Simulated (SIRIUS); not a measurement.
Li2S: equation of state with PBEsol

The system is Li2S.

```
S Li
1.0
     0.00000    2.84450    2.84450
     2.84450    0.00000    2.84450
     2.84450    2.84450    0.00000
S Li
1 2
Direct
  0.00000 0.00000 0.00000
  0.75000 0.75000 0.75000
  0.25000 0.25000 0.25000
```

```json
{
 "Program": "SIRIUS 7.12.0",
 "Task": "equation of state",
 "Functional": "PBEsol",
 "Potentials or basis": "PseudoDojo 0.4.1 PBEsol standard (scalar relativistic)",
 "Cutoff": "1030 eV",
 "Density cutoff": "4119 eV",
 "k mesh": "8 × 8 × 8",
 "Occupations": "fermi-dirac, width 0.05 eV",
 "Spin": "no spin polarisation"
}
```

```yaml
Equilibrium_volume: 15.07 Å³/atom
Bulk_modulus: 42 GPa
Pressure_derivative_of_the_bulk_modulus: 3.9
```

Energy against volume, from the lowest point:
```
volume (Å³/atom)  energy (meV/atom)
          14.423               3.91
          14.730               1.04
          15.037               0.00
          15.344               0.63
          15.650               2.76
          15.957               6.26
          16.264              10.99
```

All runs of the series together: 3.8 min on 1 thread of Intel(R) Xeon(R) Platinum 8259CL CPU @ 2.50GHz (Skylake/Cascade Lake), on a shared host.
